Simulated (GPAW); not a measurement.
**Al2O3 in GPAW: convergence with bands over the usual count**

Crystal: Al2O3.

```
Al O
1.0
     2.88432    0.00000    0.00000
    -1.44216    2.49790    0.00000
     0.00000    0.00000    9.33675
Al O
2 3
Direct
  0.00000 0.00000 0.85001
  0.00000 0.00000 0.14999
  0.33333 0.66667 0.77768
  0.66667 0.33333 0.00000
  0.33333 0.66667 0.22232
```

Measurements of this composition are mostly on another form, of space group No. 167.

| Property | Result |
| --- | --- |
| Program | GPAW 26.7.0 |
| Task | convergence study |
| Functional | r2SCAN |
| Potentials or basis | GPAW PAW data sets (gpaw-data 1.2.1) |
| Cutoff | 800 eV |
| Basis | pw |
| k mesh | 7 × 7 × 2 |
| Occupations | fermi-dirac, width 0.05 eV |
| Spin | no spin polarisation |

These are the settings of the first run; the series varies bands over the usual count, with any setting tied to it.

Hardware: 1 thread of Intel(R) Xeon(R) 6975P-C (Granite Rapids), on a shared host.

```
bands over the usual count  energy less the tightest run, at zero smearing (meV/atom)  SCF cycles  CPU time (s)  peak memory (GiB)
                      0.72                                                       0.00          11            25               0.24
                       0.8                                                       0.00          11            28               0.25
                       0.9                                                       0.00          11            31               0.25
                         1                                                       0.00          11            33               0.25
                       1.3                                                       0.00          11            45               0.26
                       1.7                                                       0.00          11            56               0.26
                       2.5                                                       0.00          11            77               0.29
```

Against the tightest run, the energy stays within 1 meV/atom from 0.72 on. The tightest run that finished is the yardstick and may itself not be fully converged.

Caveat, for the tightest run too: the k mesh is coarse.
